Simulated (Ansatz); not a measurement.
The following input was run with Ansatz 0.2.0.

```yaml
crystal:
  lattice:
    - [2.661803037, -0.0057633526, 0.0091456017]
    - [-1.3358927283, 2.3689494254, -0.0189137416]
    - [0.014472822, -0.026205228, 4.357903725]
  atoms:
    - { symbol: Ru, position: [0.3161259863, 0.6316902163, 0.2633795745] }
    - { symbol: Ru, position: [0.6838740137, 0.3683097837, 0.7366204255] }
basis:
  ecutwfc: 420
kpoints:
  mp_grid: { grid: [16, 16, 8] }
hamiltonian:
  xc: pbe
scf:
  occupations: { method: gaussian, width: 0.1 }
output:
  forces: true
  stress: true
  eigenvalues: true
```

Run as
```bash
ansatz run input.yaml --threads 1 --pin off --max-ram 1331MiB --backend cpu --events-out ev --progress --plain --runs-dir out
```

Method: DFT PBE, scalar-relativistic, plane waves, PAW in Ansatz 0.2.0.

From the run's log, abridged:

```
Pseudopotentials: kind: paw
Pseudopotential: Ru, paw, valence charge 16, recommended cutoff 420 eV (normal)
Functional definition: PBE
Crystal: 2 atoms, lattice volume = 27.445 Å³
Basis set: ecut = 420 eV, 553 PW (Γ), exchange–correlation on 36×40×60 points (8 copies of the dense FFT grid, shifted against one another)
Bands: 20, of which v1, the nominal top of the filled ones, is band 16 counted from 1 (15 counted from 0)
Symmetry: 2 space group operations
Space group: P-1 (ITA 2), of the structure as read, at distance tolerance 3.0e-5 Å
k-points: 1028 of 2048
Initial density: superposition of atomic densities (neutral atoms: chi_scale 0, normalization atom), corrected by the library's trained network
Initial wavefunctions: pseudopotential atomic-orbital guess
Functional: x = pbe(κ = 0.804, μ = 0.21951497), c = pbe(β = 0.06672455)
SCF iter   1: F=—  HF=-11757.181526 eV  |F-HF|=—  |Δ(HF+E_count)|=         —  Δρ=6.92e-3  dr2=2.73e-3  ethr=1.77e-3  ⟨swp⟩=5.0  Hψ=79230  notcnv=0
SCF iter   2: F=—  HF=-11757.183709 eV  |F-HF|=—  |Δ(HF+E_count)|=   2.18e-3  Δρ=3.98e-3  dr2=9.52e-4  ethr=8.52e-6  ⟨swp⟩=2.0  Hψ=44745  notcnv=0
SCF iter   3: F=—  HF=-11757.184664 eV  |F-HF|=—  |Δ(HF+E_count)|=   9.54e-4  Δρ=4.70e-4  dr2=1.36e-4  ethr=2.98e-6  ⟨swp⟩=2.0  Hψ=28598  notcnv=0
SCF iter   4: F=—  HF=-11757.184632 eV  |F-HF|=—  |Δ(HF+E_count)|=   3.21e-5  Δρ=2.09e-4  dr2=1.10e-5  ethr=4.25e-7  ⟨swp⟩=2.0  Hψ=29237  notcnv=0
SCF iter   5: F=—  HF=-11757.184656 eV  |F-HF|=—  |Δ(HF+E_count)|=   2.41e-5  Δρ=8.12e-5  dr2=4.41e-7  ethr=3.43e-8  ⟨swp⟩=2.0  Hψ=32122  notcnv=0
SCF iter   6: F=-11757.184656 eV  HF=-11757.184656 eV  |F-HF|=1.64e-8  |Δ(HF+E_count)|=   5.31e-7  Δρ=1.02e-5  dr2=2.70e-8  ethr=3.13e-10  ⟨swp⟩=5.3  Hψ=84707  notcnv=0
SCF 1 converged in 6 iterations: F = -11757.184656 eV  dr2 = 2.70e-8
SCF converged after 6 iterations
Free energy (F): -11757.184656 eV
Harris-Foulkes:  -11757.184656 eV  (|F-HF|=1.64e-8)
Internal energy: -11757.176079 eV  (E = F + TS)
E sigma→0 (E₀):  -11757.180368 eV
Entropy (-TS):   -0.008577 eV (-4.289 meV/atom)
Fermi energy:    23.251762 eV
--- Per-component energies (eV) ---
  E_band       = -114.891939
  E_kinetic    = 1028.924950
  E_local      = -2561.957518  (includes V_loc(G=0)·N_el)
  E_nonlocal   = 686.248964
  E_hartree    = 827.002226
  E_xc         = -381.297012
  E_vxc        = -478.727750  (∫ρ·V_xc dr)
  E_paw        = -6921.511370  (= ΣΔE_a)
  E_vpaw       = -443.384299  (= ΣTr[D̂ρ^β])
  E_aug_tail   = -0.000351  (compensation charges beyond the density's cutoff)
  E_ewald      = -4434.585967
  E_smearing   = -0.008577  (= −TS)
--- Forces (eV/Å), atoms counted from 1 ---
  atom   1  Ru     0.03769671     1.13982801    -1.19342770
  atom   2  Ru    -0.03769671    -1.13982801     1.19342770
--- Stress (GPa, compression-positive) ---
       14.875281       0.965215      -1.550380
        0.965215      -1.338333      -1.387054
       -1.550380      -1.387052       0.843666
  P = ⅓ Tr σ = 4.7935 GPa (47.935 kbar)
--- Band table (eV; the first three rows and the last of 1028) ---
  k-point 0: bands = ["-49.8964", "-49.6915", "-20.3812", "-19.4609", "-19.3964", "-19.3092", "-19.2482", "-19.2326", "15.3118", "17.0694", "20.3472", "20.5378", "20.7949", "21.0888", "21.3130", "21.9717", "22.5377", "23.8011", "24.3555", "24.9799"]
  k-point 1: bands = ["-49.8900", "-49.6981", "-20.3437", "-19.4539", "-19.3964", "-19.3124", "-19.2836", "-19.2421", "15.4785", "17.1168", "20.2895", "20.4626", "20.7159", "21.0003", "21.3617", "22.0602", "22.6886", "23.8078", "23.8644", "24.9070"]
  k-point 2: bands = ["-49.8725", "-49.7161", "-20.2383", "-19.4344", "-19.4255", "-19.3656", "-19.3148", "-19.2626", "15.9465", "17.2309", "20.1540", "20.3251", "20.6397", "20.7601", "21.2726", "22.4306", "22.5750", "23.0829", "23.9775", "24.6752"]
  k-point 1027: bands = ["-49.6915", "-49.6675", "-20.3393", "-20.3063", "-19.6107", "-19.5252", "-19.5161", "-19.4465", "17.0612", "17.2261", "18.2645", "18.9259", "21.8572", "22.7608", "23.9665", "24.1658", "24.8818", "25.0416", "26.0275", "26.7320"]
```

The calculation finished and met its thresholds.